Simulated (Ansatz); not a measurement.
Runs of Ansatz 0.2.0 on Fe. Symmetry: Im-3m, No. 229, cubic system. The conventional cell has a = 2.886 Å, b = 2.886 Å, c = 2.886 Å, α = 90.00°, β = 90.00°, γ = 90.00°. Around Fe (site symmetry m-3m) lie 8 Fe at 2.50 Å. 

```tsv
task	level	potentials or basis	cell	k mesh	cutoff (eV)	smearing	phonon path	gap on the mesh (eV)	pressure (GPa)	moment (μB)	relaxed volume (Å³/atom)
single point	RPBE	all-electron LAPW, scalar-relativistic	as given	13 × 13 × 13	303	gaussian 0.1 eV	-	none	-3.6	2.29	-
relaxation of cell and atoms	PBEsol+D4	all-electron LAPW, scalar-relativistic	relaxed	13 × 13 × 13	-	fermi-dirac 0.05 eV	-	-	0.0	2.04	(c)
band structure	revPBE	all-electron LAPW, scalar-relativistic	as given	13 × 13 × 13	303	fermi-dirac 0.05 eV	-	-	(a)	2.28	-
relaxation of cell and atoms	revPBE+D4	all-electron LAPW, scalar-relativistic	relaxed	13 × 13 × 13	-	fermi-dirac 0.05 eV	-	-	0.0	2.10	11.07
band structure	PBEsol	all-electron LAPW, inner shells corrected to Dirac's equation	as given	13 × 13 × 13	303	fermi-dirac 0.05 eV	-	-	-18.1	2.25	-
single point	PBE	all-electron LAPW, scalar-relativistic	as given	13 × 13 × 13	303	gaussian 0.015 eV	-	none	-9.8	(b)	-
relaxation of cell and atoms	revPBE+D3(BJ)	all-electron LAPW, scalar-relativistic	relaxed	13 × 13 × 13	-	fermi-dirac 0.05 eV	-	-	0.0	2.09	10.97
```

Alike in all rows: spin collinear, ferromagnetic start; basis error allowed 0.001 eV/atom.

Q: Estimate the missing entries.

A: (a) -5.3; (b) 2.24; (c) 10.65.

Caveats: the volume moved by -11 % from the deposited cell, more than functionals usually miss (some runs).

A k mesh can miss the band edges.

A gap of «none» marks a metal or a gap under the smearing width.

Not every run made on this cell is shown here.
